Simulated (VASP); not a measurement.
Input of a VASP 6.6.1 run:

Contents of INCAR:

```
SYSTEM = SrTiO3
PREC = Accurate
ENCUT = 520
EDIFF = 1E-8
ISMEAR = 0
SIGMA = 0.03
LREAL = .False.
LASPH = .True.
NELM = 80
ALGO = Normal
ISIF = 2
LWAVE = .False.
LCHARG = .False.
GGA = PE
LEPSILON = .True.
KPAR = 2
```

KPOINTS

```
Automatic mesh
0
Monkhorst
  10 10 10
  0 0 0
```

POSCAR

```
SrTiO3                                  
1.0
    3.8947475959      0.0000000000      0.0000000000
    0.0000000000      3.8947475959      0.0000000000
    0.0000000000      0.0000000000      3.8947475959
  Sr              Ti              O             
     1     1     3
Direct
     0.5000000000000000    0.5000000000000000    0.5000000000000000
     0.0000000000000000    0.0000000000000000    0.0000000000000000
     0.5000000000000000    0.0000000000000000    0.0000000000000000
     0.0000000000000000    0.5000000000000000    0.0000000000000000
     0.0000000000000000    0.0000000000000000    0.5000000000000000
```

Potentials or basis: VASP PAW PBE potentials, release 64 (Sr_sv, Ti_sv, O).

Launch:

```console
$ cat potpaw_PBE.64/Sr_sv/POTCAR potpaw_PBE.64/Ti_sv/POTCAR potpaw_PBE.64/O/POTCAR > POTCAR
$ mpirun -np 2 vasp_std > vasp.out
```

(1) Estimate the electronic dielectric tensor (diagonal).

(2) Estimate the Born charges (mean of the diagonal).

## Answers

(1) 6.26.

(2) Sr +2.56; Ti +7.34; O -3.30 e.
